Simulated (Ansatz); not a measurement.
**Ga: one input, then a changed one**

Structure from Materials Project entry mp-140 (possibly hypothetical), not relaxed further. The listed cell was then made from it by scaling, straining or moving an atom.

First run: DFT, LDA, PAW with Ansatz's default frozen-core files, scalar-relativistic (Ansatz 0.2.0).

Command: `ansatz run input.yaml --threads 1 --pin off --max-ram 2048MiB --backend cpu --events-out ev --progress --plain --runs-dir out` The run took about 4.5 s on 1 thread of a shared machine.

```yaml
crystal:
  lattice:
    - [-1.3958405502, 1.3958405502, 2.3303257262]
    - [1.3958405502, -1.3958405502, 2.3303257262]
    - [1.3958405502, 1.3958405502, -2.3303257262]
  atoms:
    - { symbol: Ga, position: [0.0, 0.0, 0.0] }
kpoints:
  mp_grid: { grid: [18, 18, 18] }
scf:
  occupations: { method: fermi_dirac, width: 0.05 }
hamiltonian:
  xc: lda
  pseudopotentials: { kind: paw }
output:
  forces: true
  stress: true
  eigenvalues: true
  efg: { contact_densities: true }
```

Result: converged; pressure -3.20 GPa; 6 SCF iterations.

The input is then changed:

```diff
@@ -9,8 +9,10 @@
   mp_grid: { grid: [18, 18, 18] }
 scf:
-  occupations: { method: fermi_dirac, width: 0.05 }
+  occupations: { method: gaussian, width: 0.025 }
+  mixing: { algorithm: broyden, beta: 0.7, ndim: 8 }
 hamiltonian:
   xc: lda
   pseudopotentials: { kind: paw }
+  dispersion: d3bj
 output:
   forces: true
```

(1) What does the second run give?

Answers

(1) It converged; pressure -6.08 GPa; 5 SCF iterations.
